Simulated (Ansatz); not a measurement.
# Zr2CO2 MXene monolayer in a perpendicular field, part 2 of 2

What dipole does a perpendicular field induce in the Zr2CO2 MXene monolayer, and does the gap follow? A positive field points along +c.

Ansatz 0.2.0; plane-wave DFT, PBE-D3(BJ), Ansatz PAW (set soft_1); PAW set soft_1.

So far. Step 2 (Relaxation): The lattice constant a goes from 3.289 to 3.291 Å.

### 3. Single point, field 0

A sawtooth potential applies the field, turning back in the middle of the vacuum. With the dipole correction the typed value is the field outside the slab. The induced dipole is small, so the SCF threshold is tight.

The cell differs from the one that the last finished run ended in (c 40.953 → 22.638 Å).

input.yaml reads:

```yaml
crystal:
  lattice:
    - [3.2912254217, 0.0, 0.0]
    - [-1.6456127109, 2.8502848248, 0.0]
    - [0.0, 0.0, 22.6377033633]
  atoms:
    - { symbol: O, position: [0.3333333333, 0.6666666667, 0.3975668316] }
    - { symbol: Zr, position: [0.6666666667, 0.3333333333, 0.4383944319] }
    - { symbol: C, position: [0.0, 0.0, 0.5] }
    - { symbol: Zr, position: [0.3333333333, 0.6666666667, 0.5616055681] }
    - { symbol: O, position: [0.6666666667, 0.3333333333, 0.6024331684] }
kpoints:
  mp_grid: { grid: [18, 18, 1] }
  band_path:
    path: [[0, 0, 0], [0.5, 0, 0], [0.33333333, 0.33333333, 0], [0, 0, 0]]
    npoints: 16
hamiltonian:
  xc: pbe
  dispersion: d3bj
  pseudopotentials: { kind: paw, azcp: { folder: soft_1 } }
scf:
  occupations: { method: fermi_dirac, width: 0.02585 }
  convergence: { dr2_threshold: 1.0e-10 }
efield:
  axis: 3
  dipole_correction: true
  ramp_position: 0.97
  ramp_width: 0.06
  amplitude: 0
output:
  dos: { projected: true, e_range: [-6, 5] }
  write_potential: true
  write_density: true
  volumetric_format: npy
  elf: true
```

Started as:

```bash
$ ansatz run input.yaml --threads 2 --pin off --max-ram 3072MiB --backend cpu --events-out ev --progress --plain --runs-dir out
```

Numbers of over 12 decimals in the logs are rounded to 6 here.

The log of the run:

```text
[...]
Crystal: 5 atoms, lattice volume = 212.363 Å³
Basis set: ecut = 420 eV, 4227 PW (Γ)
Bands: 25, of which v1, the nominal top of the filled ones, is band 20 counted from 1 (19 counted from 0)
Symmetry: 6 space group operations
k-points: 37 of 324 (time reversal used)
[...]
SCF iter   1: F=—  HF=-9767.304113 eV  |F-HF|=—  |Δ(HF+E_count)|=         —  Δρ=9.55e-2  dr2=2.51e1  ethr=3.10e-3  p=0.000 e·Å  D=3.23e-14 V/Å  ΔV_dip=-0.00 eV  dr2_dipole=1.32e-9  V_vac-E_F(+/−)=9.55/9.55 eV  ⟨swp⟩=9.0  Hψ=5292  notcnv=0
efield: sawtooth ramp at fractional position 0.9700 (set: `efield.ramp_position`, or a place that a band, a saddle search or an elastic batch's reference lends), width 0.0600; the density the first Hamiltonian is built on has a dipole p = 0.000 e·Å; the dipole correction subtracts the counter field D = 3.23e-14 V/Å, which shifts the + side's vacuum level by -0.00 eV against the − side's; the planar-averaged density in the ramp window peaks in size at 8.7e-8 e/Å³
[...]
SCF iter   2: F=—  HF=-9764.300604 eV  |F-HF|=—  |Δ(HF+E_count)|=    3.00e0  Δρ=8.83e-2  dr2=1.64e1  ethr=3.10e-3  p=-0.000 e·Å  D=-2.37e-5 V/Å  ΔV_dip=0.00 eV  dr2_dipole=3.83e-8  V_vac-E_F(+/−)=4.70/4.70 eV  ⟨swp⟩=4.3  Hψ=2868  notcnv=0  defer=37
[...]
SCF iter  14: F=-9760.754720 eV  HF=-9760.754720 eV  |F-HF|=1.46e-11  |Δ(HF+E_count)|=  3.09e-11  Δρ=1.63e-7  dr2=5.30e-11  ethr=1.00e-12  p=-0.000 e·Å  D=-6.54e-8 V/Å  ΔV_dip=0.00 eV  dr2_dipole=7.75e-14  V_vac-E_F(+/−)=4.91/4.91 eV  ⟨swp⟩=8.1  Hψ=3528  notcnv=0
SCF 1 converged in 14 iterations: F = -9760.754720 eV  dr2 = 5.30e-11
[...]
NSCF: frozen V_eff on 49 k-points
efield: sawtooth ramp at fractional position 0.9700 (kept from the solve that this one continues, or follows in the run), width 0.0600; the density the first Hamiltonian is built on has a dipole p = -0.000 e·Å; the dipole correction subtracts the counter field D = -6.54e-8 V/Å, which shifts the + side's vacuum level by +0.00 eV against the − side's; the planar-averaged density in the ramp window peaks in size at 1.5e-7 e/Å³
WARN: The output density's exchange-correlation potential varies sharply where the density is thin. Do not read a vacuum level from v_tot or v_xc, or from such a field of the output density. On a cell that repeats whose density bears no net charge and no dipole along the vacuum's axis use v_es (v_loc + v_h of the components); under efield.dipole_correction with no amplitude use v_es + v_field, which holds any externa [...]
SCF converged after 14 iterations
Free energy (F): -9760.754720 eV
[...]
Internal energy: -9760.754720 eV  (E = F + TS)
E sigma→0 (E₀):  -9760.754720 eV
Fermi energy:    0.482361 eV
Dipole field:    D = 0.000000 V/Å  (p = 0.000000 e·Å, saw-weighted, corrected)
Work function:   Φ+ = 4.9113 eV   Φ− = 4.9114 eV
Levels:          The Fermi level and band energies are counted from a zero that moves with the ramp; work functions are not
[...]
--- Band table (eV; the first three rows and the last of 37) ---
  k-point 0: bands = [... 16 lower, -4.1452, -1.1704, 0.0208, 0.0208, 1.8865, 1.8865, 2.3084, 3.3070, ... 1 higher]
  k-point 1: bands = [... 16 lower, -4.0931, -1.1079, -0.2476, -0.1068, 1.9263, 2.0441, 2.3207, 3.3215, ... 1 higher]
  k-point 2: bands = [... 16 lower, -3.9567, -0.9977, -0.8193, -0.3832, 1.7764, 2.3913, 2.5514, 3.3947, ... 1 higher]
  k-point 36: bands = [... 16 lower, -3.6136, -2.2602, -2.2349, -2.2349, 2.1910, 3.1204, 3.1204, 3.9395, ... 1 higher]
```

Run time: 20 s. Hardware: 2 threads of Arm Neoverse V1, shared host; peak memory 0.53 GiB; 40 s of CPU time.

Numbers from this step:

- gap on the k-mesh: 0.9505 eV
- dipole along the normal: 3.50e-7 e·Å
- gap along the path: 0.9505 eV
- smallest direct gap along the path: 1.866 eV
- ionisation energy, upper face: 5.373 eV
- electron affinity, upper face: 4.422 eV
- gap, the smaller of path and mesh: 0.9505 eV

Running mean over a fixed 2.7 Å (it still follows the layers) of the planar mean; the ramp of the sawtooth is left out. Electron's electrostatic potential energy less the Fermi level against z:

z (Å), electron's electrostatic potential energy less the Fermi level (eV) and a bar from the least value:
```
      3.0        4.9 ##############################
      3.5        4.9 ##############################
      4.0        4.9 ##############################
      4.5        4.9 ##############################
      5.0        4.9 ##############################
      5.5        4.9 ##############################
      6.0        4.9 ##############################
      6.5        4.9 ##############################
      7.0        4.6 #############################
      7.5        3.4 ###########################
      8.0        0.6 ######################
      8.5       -3.2 ##############
      9.0       -7.0 #######
      9.5       -9.4 ###
     10.0      -10.7 
     10.5      -10.5 #
     11.0       -9.6 ##
     11.5       -9.5 ##
     12.0      -10.2 #
     12.5      -10.8 
     13.0       -9.9 ##
     13.5       -7.8 ######
     14.0       -4.3 ############
     14.5       -0.4 ####################
     15.0        2.8 ##########################
     15.5        4.4 #############################
     16.0        4.8 ##############################
     16.5        4.9 ##############################
     17.0        4.9 ##############################
     17.5        4.9 ##############################
     18.0        4.9 ##############################
     18.5        4.9 ##############################
     19.0        4.9 ##############################
     19.5        4.9 ##############################
```

The density of states has structure finer than the step of the table below, so its rows give means over 0.25 eV, whole bins alone (the curve runs from -6 to 2.46 eV). Peaks (eV: height): -5.170: 10.5, -5.090: 7.98, -4.810: 13.0, -4.680: 10.5, -4.590: 9.44, -4.210: 14.6, -4.020: 9.35.

Table of density of states by energy, zero at the Fermi level of the run, which the smearing sets inside the gap; means over each step:

energy (eV), density of states (states/eV a cell) and a bar:
```
    -5.75        2.9 ##########
    -5.50        4.1 ###############
    -5.25        8.5 ##############################
    -5.00        4.4 ################
    -4.75        7.9 ############################
    -4.50        7.2 #########################
    -4.25        6.4 ######################
    -4.00        4.8 #################
    -3.75        0.0 
    -3.50        0.0 
    -3.25        1.1 ####
    -3.00        2.5 #########
    -2.75        3.2 ###########
    -2.50        1.9 #######
    -2.25        2.2 ########
    -2.00        3.4 ############
    -1.75        4.1 ##############
    -1.50        3.5 ############
    -1.25        1.1 ####
    -1.00        0.5 ##
    -0.75        0.3 #
    -0.50        0.1 
    -0.25        0.0 
     0.00        0.0 
     0.25        0.0 
     0.50        0.5 ##
     0.75        1.5 #####
     1.00        2.1 #######
     1.25        2.3 ########
     1.50        1.6 ######
     1.75        0.7 ##
     2.00        0.8 ###
     2.25        1.1 ####
```

Projected DOS per atom over height of the atomic layer and energy from the Fermi level. Layers: O Zr C Zr O from below.

Values in states/eV, 22 rows by 5 columns, each cell a mean:
```
0.06 0.42 0.10 0.42 0.06
0.04 0.26 0.05 0.26 0.04
0.09 0.59 0.09 0.59 0.09
0.18 0.89 0.14 0.89 0.18
0.17 0.48 0.06 0.48 0.17
0.01 0.03 0.00 0.03 0.01
0.00 0.00 0.00 0.00 0.00
0.01 0.01 0.05 0.01 0.01
0.03 0.05 0.20 0.05 0.03
0.12 0.12 0.49 0.12 0.12
0.41 0.44 1.76 0.44 0.41
0.45 0.50 1.87 0.50 0.45
0.20 0.32 0.94 0.32 0.20
0.37 0.49 1.17 0.49 0.37
0.21 0.31 0.85 0.31 0.21
0.00 0.00 0.00 0.00 0.00
1.13 0.14 0.08 0.14 1.13
2.44 0.57 0.40 0.57 2.44
2.83 0.98 0.51 0.98 2.83
1.98 0.80 0.17 0.80 1.98
1.78 0.91 0.36 0.91 1.78
0.58 0.39 0.26 0.39 0.58
```
Columns: height of the atomic layer (Å) from 9 to 13.6 (not evenly spaced); rows upwards: energy from the Fermi level (eV) from -5.96 to 2.41.

The electronic bands at the labelled points (eV, zero at the Fermi level of the run, which the smearing sets inside the gap):

```tsv
point	band 17	band 18	band 19	band 20	band 21	band 22	band 23	band 24
Γ	-4.63	-1.65	-0.46	-0.46	1.40	1.40	1.83	2.82
halfway	-4.19	-2.72	-1.53	-1.45	0.84	2.65	2.75	3.45
M	-3.91	-3.29	-1.80	-1.47	0.49	2.72	3.55	3.89
halfway	-3.95	-3.14	-2.32	-2.02	1.24	2.77	2.96	3.58
K	-4.10	-2.74	-2.72	-2.72	1.71	2.64	2.64	3.46
halfway	-4.25	-2.70	-2.08	-1.59	1.22	2.35	3.16	3.20
Γ	-4.63	-1.65	-0.46	-0.46	1.40	1.40	1.83	2.82
```

Valence density in the ca plane at fractional y = 0.333, with atoms of Zr and O within 0.2 Å of it. It is the smooth field of the valence electrons, not physical close to the nuclei.

Ten steps, logarithmic in the rise over the least value, from '0' (0.0 e/Å³) to '9' (6.6 e/Å³), each cell a mean:
```
00000000000000001245664333233455310000000000
00000000000000001368886422224688631000000000
00000000000000001378887422225899731000000000
00000000000000001368887422224799631000000000
00000000000000001257775332224576420000000000
00000000000000012334543333334443210000000000
00000000000000012343333444444432100000000000
00000000000000012343323444455421100000000000
00000000000000012333333343344332100000000000
```
Columns run along c (16.0 Å, from fractional 0.12 to 0.82 of the cell), rows up along a (3.3 Å). Atoms in or near the plane, at fractional coordinates: Zr at (0.44, 0.67), O at (0.60, 0.67).

ELF in the ca plane at fractional y = 0.333, with atoms of Zr and O within 0.2 Å of it. It is the smooth field of the valence electrons, not physical close to the nuclei.

Ten even steps from '0' (0.00) to '9' (0.81), each cell a mean:
```
00000000000000000011114664245211378863100000
00000000000000000000049888312114899985200000
00000000000000000000179458411126966996310000
00000000000000000000169678411115988996210000
00000000000000000001127886234212699974200000
00000000000000000023332332466311246642000000
00000000000000000135764113787333311110000000
00000000000000000136775224897434310000000000
00000000000000000124542112587322113321000000
```
Columns run along c (16.0 Å, from fractional 0.06 to 0.77 of the cell), rows up along a (3.3 Å). Atoms in or near the plane, at fractional coordinates: Zr at (0.44, 0.67), O at (0.60, 0.67).

Electrostatic potential energy in the ca plane at fractional y = 0.333, with atoms of Zr and O within 0.2 Å of it. With pseudopotentials it is smooth inside the atoms' cores, unlike the true potential.

Ten even steps from '0' (-46 eV) to '9' (6 eV), each cell a mean:
```
99999999999999999999875235789888888999999999
99999999999999999999850001689998732699999999
99999999999999999999730000489998500389999999
99999999999999999999740000589998611499999999
99999999999999999999862013789988865899999999
99999999999999999999987567899877788999999999
99999999999999999999998888988865678999999999
99999999999999999999998889988765578999999999
99999999999999999999988778898876788999999999
```
Columns run along c (16.0 Å, from fractional 0.06 to 0.77 of the cell; values clipped at the 3rd and 97th percentile), rows up along a (3.3 Å). Atoms in or near the plane, at fractional coordinates: Zr at (0.44, 0.67), O at (0.60, 0.67).

The gap is 0.95 eV, with the valence edge 5.37 eV and the conduction edge 4.42 eV under the upper vacuum level.

### 4. Atoms held, field 0.1 V/Å

Edit input.yaml of step 3 so:

```diff
@@ -26,7 +26,6 @@
   dipole_correction: true
-  ramp_position: 0.97
-  ramp_width: 0.06
-  amplitude: 0
+  ramp_position: 0.9349
+  ramp_width: 0.1302
+  amplitude: 0.1
 output:
-  dos: { projected: true, e_range: [-6, 5] }
   write_potential: true
@@ -34,2 +33 @@
   volumetric_format: npy
-  elf: true
```

The log of the run:

```text
[...]
Crystal: 5 atoms, lattice volume = 212.363 Å³
Basis set: ecut = 420 eV, 4227 PW (Γ)
Bands: 25, of which v1, the nominal top of the filled ones, is band 20 counted from 1 (19 counted from 0)
Symmetry: 6 space group operations
k-points: 37 of 324 (time reversal used)
[...]
k-point 0: bands = [... 16 lower, -4.1451, -1.1707, 0.0205, 0.0205, 1.8861, 1.8861, 2.3081, 3.3068, ... 1 higher]
  k-point 1: bands = [... 16 lower, -4.0930, -1.1082, -0.2479, -0.1071, 1.9260, 2.0437, 2.3204, 3.3213, ... 1 higher]
  k-point 2: bands = [... 16 lower, -3.9566, -0.9980, -0.8196, -0.3835, 1.7761, 2.3909, 2.5510, 3.3945, ... 1 higher]
  k-point 36: bands = [... 16 lower, -3.6115, -2.2605, -2.2415, -2.2286, 2.1906, 3.1046, 3.1354, 3.9392, ... 1 higher]
[key lines of the parts left out:]
SCF converged after 16 iterations
Free energy (F): -9760.756166 eV
Fermi energy:    0.482025 eV
Dipole field:    D = 0.024627 V/Å  (p = 0.028902 e·Å, saw-weighted, corrected)
```

It took 22 s on 2 threads; peak memory 0.51 GiB.

The dipole is 0.0289 e·Å, and the gap 0.950 eV.

### 5. Atoms held, field -0.1 V/Å

Edit input.yaml of step 4 so:

```diff
@@ -28,3 +28,3 @@
   ramp_width: 0.1302
-  amplitude: 0.1
+  amplitude: -0.1
 output:
```

The log of the run:

```text
[...]
Crystal: 5 atoms, lattice volume = 212.363 Å³
Basis set: ecut = 420 eV, 4227 PW (Γ)
Bands: 25, of which v1, the nominal top of the filled ones, is band 20 counted from 1 (19 counted from 0)
Symmetry: 6 space group operations
k-points: 37 of 324 (time reversal used)
[...]
k-point 0: bands = [... 16 lower, -4.1451, -1.1707, 0.0205, 0.0205, 1.8861, 1.8861, 2.3081, 3.3068, ... 1 higher]
  k-point 1: bands = [... 16 lower, -4.0930, -1.1082, -0.2479, -0.1071, 1.9260, 2.0437, 2.3204, 3.3213, ... 1 higher]
  k-point 2: bands = [... 16 lower, -3.9566, -0.9980, -0.8196, -0.3835, 1.7761, 2.3909, 2.5510, 3.3945, ... 1 higher]
  k-point 36: bands = [... 16 lower, -3.6115, -2.2605, -2.2415, -2.2286, 2.1906, 3.1046, 3.1354, 3.9392, ... 1 higher]
[key lines of the parts left out:]
SCF converged after 16 iterations
Free energy (F): -9760.756166 eV
Fermi energy:    0.482025 eV
Dipole field:    D = -0.024627 V/Å  (p = -0.028902 e·Å, saw-weighted, corrected)
```

Run time: 21 s. Hardware: 2 threads; peak memory 0.51 GiB.

The dipole is -0.0289 e·Å, and the gap 0.950 eV.

### 6. Response, atoms held

This step: plane-wave DFT, PBE-D3(BJ), Ansatz PAW (set soft_1); response to a field along the normal, atoms held; PAW set soft_1 (Ansatz 0.2.0).

The dipoles give the slope, and the difference of two potentials shows where the field is screened.

Numbers from this step:

```yaml
equivalent_conductor_thickness_p_eps_0ae: 5.575 Å
distance_between_the_outer_atoms: 4.638 Å
```

Dipole of the cell against applied field:

```tsv
applied field (V/Å)	dipole of the cell (e·Å)
-0.1000	-0.0289
0.0000	3.5e-7
0.1000	0.0289
```

Local field over the applied field, running mean. From the potentials at -0.1 and 0.1 V/Å; running mean over 2.5 Å. Table of local field over applied field by z:

```tsv
z (Å)	local field over applied field
4.10	1.000
4.53	1.000
4.95	0.999
5.23	0.998
5.66	0.996
6.08	0.988
6.51	0.968
6.79	0.942
7.22	0.870
7.64	0.760
8.06	0.628
8.35	0.532
8.77	0.391
9.20	0.267
9.62	0.169
9.90	0.125
10.33	0.0814
10.75	0.0617
11.18	0.0585
11.46	0.0585
11.88	0.0617
12.31	0.0814
12.73	0.125
13.02	0.169
13.44	0.267
13.87	0.391
14.29	0.532
14.57	0.628
15.00	0.760
15.42	0.870
15.85	0.942
16.13	0.968
16.55	0.988
16.98	0.996
17.40	0.998
17.69	0.999
18.11	1.000
18.53	1.000
```

Electrons, planar mean, per unit field. The induced electron density by z:

z (Å), induced electron density (e/Å³ per V/Å) and a bar from the least value:
```
     4.10    0.00000 ###############
     4.53    0.00000 ###############
     4.95    0.00000 ###############
     5.23    0.00001 ###############
     5.66    0.00002 ###############
     6.08    0.00005 ###############
     6.51    0.00014 ################
     6.79    0.00026 ################
     7.22    0.00067 ##################
     7.64    0.00156 ######################
     8.06    0.00300 ############################
     8.35    0.00354 ##############################
     8.77    0.00170 ######################
     9.20    0.00186 #######################
     9.62    0.00010 ###############
     9.90   -0.00014 ##############
    10.33    0.00047 #################
    10.75    0.00062 ##################
    11.18    0.00000 ###############
    11.46    0.00000 ###############
    11.88   -0.00062 ############
    12.31   -0.00047 #############
    12.73    0.00014 ################
    13.02   -0.00010 ###############
    13.44   -0.00186 #######
    13.87   -0.00170 ########
    14.29   -0.00354 
    14.57   -0.00300 ##
    15.00   -0.00156 ########
    15.42   -0.00067 ############
    15.85   -0.00026 ##############
    16.13   -0.00014 ##############
    16.55   -0.00005 ###############
    16.98   -0.00002 ###############
    17.40   -0.00001 ###############
    17.69    0.00000 ###############
    18.11    0.00000 ###############
    18.53    0.00000 ###############
```

The smaller of the gaps on the path and on the k-mesh, counted as 0 under 0.03 eV. The gap stays at 0.950 eV for applied field from -0.1 to 0.1 V/Å.

By hand: between -0.1 and 0.1 V/Å the dipole changes by 0.05780 e·Å, a slope of 0.2890 e·Å²/V. A perfect conductor of thickness t has p = ε₀AEt, so t = 180.95 × 0.2890 / 9.381 = 5.58 Å (e/ε₀ = 180.95 V·Å, A in Å²).

The induced dipole is that of a conductor 5.58 Å thick.

### 7. Summary of results

```
gap without field                          : 0.950 eV
ionisation energy, upper face              : 5.37 eV
electron affinity, upper face              : 4.42 eV
equivalent conductor thickness, atoms held : 5.58 Å
```

The induced dipole equals that of a perfect conductor 5.58 Å thick, while the outer atoms lie 4.64 Å apart; an out-of-plane ε follows only once a thickness t is chosen, by 1 − 1/ε = 5.58 Å / t. The gap stays within 0.01 eV of 0.95 eV over the fields run, up to 0.1 V/Å in size. Semilocal functionals give gaps that are too small, and excitons are not included. Spin-orbit coupling is left out. The MXene's terminations sit over the metal atoms of its far layer; the site over carbon or nitrogen, which some compounds prefer, was not run.

[Logs are printed without paths, hosts, clocks, repeated set-up lines and the standing remarks that a program may print on its own settings, such as how far it seeks lower states.]

[Hosts, paths, dates, database ids (printed as entryN), source tags and the programs' standing remarks are cut or masked in the printed files.]

[Maps of the electrostatic potential energy from Ansatz leave out the sawtooth potential of an applied field or a dipole correction, so their vacuum need not be flat; planar profiles and work functions include it.]

[The density of states shown here was stored with 400 of the rows of the run's finer table, so its peaks can read low, often by over a quarter, or be missed, and its means over a window can be off by a tenth or more.]
